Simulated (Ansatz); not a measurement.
# Pt under changes of volume

One of the cells (15.904 Å³/atom); the others are scaled copies at fixed shape and fractional positions:

```
Pt
1.0
    -1.58422    1.58422    1.58422
     1.58422   -1.58422    1.58422
     1.58422    1.58422   -1.58422
Pt
1
Direct
  0.00000 0.00000 0.00000
```

This isn't the form of Pt at room conditions, which is fcc.

```yaml
Program: Ansatz 0.2.0
Functional: PBE0
Potentials_or_basis: Ansatz PAW
Cutoff: "420 eV (not typed: the program's choice for these potentials)"
k_mesh: 6 × 6 × 6
Occupations: fermi-dirac, width 0.05 eV
Spin: no spin polarisation
```

```tsv
volume (Å³/atom)	energy over the lowest point (meV/atom)	pressure (GPa)
14.950	8.31	7.3
15.268	0.00	1.2
15.586	3.00	-4.1
15.904	?	?
16.222	37.53	-12.9
16.540	66.70	-16.4
16.858	102.46	-19.5
```

**Question.** What does the run at 15.904 Å³/atom give?

**Answer.** Energy over the lowest point 15.95 meV/atom; pressure -8.8 GPa.

Worked out: A Birch-Murnaghan fit of order 3 (a polynomial in V^(-2/3)) to the other rows has its minimum at 15.34 Å³/atom with B0 = V·E''(V) = 267 GPa and B' = 5.4. It gives 15.94 meV/atom at 15.904 Å³/atom, against the run's 15.95, and -dE/dV = -8.8 GPa, against -8.8.

Energies are extrapolated to zero smearing.

Caveats: all runs use coarse meshes; the PAW data sets come from PBE, with cores solved anew for the run's functional, which leaves a small shift of forces and pressure; the thresholds are loose for stress.
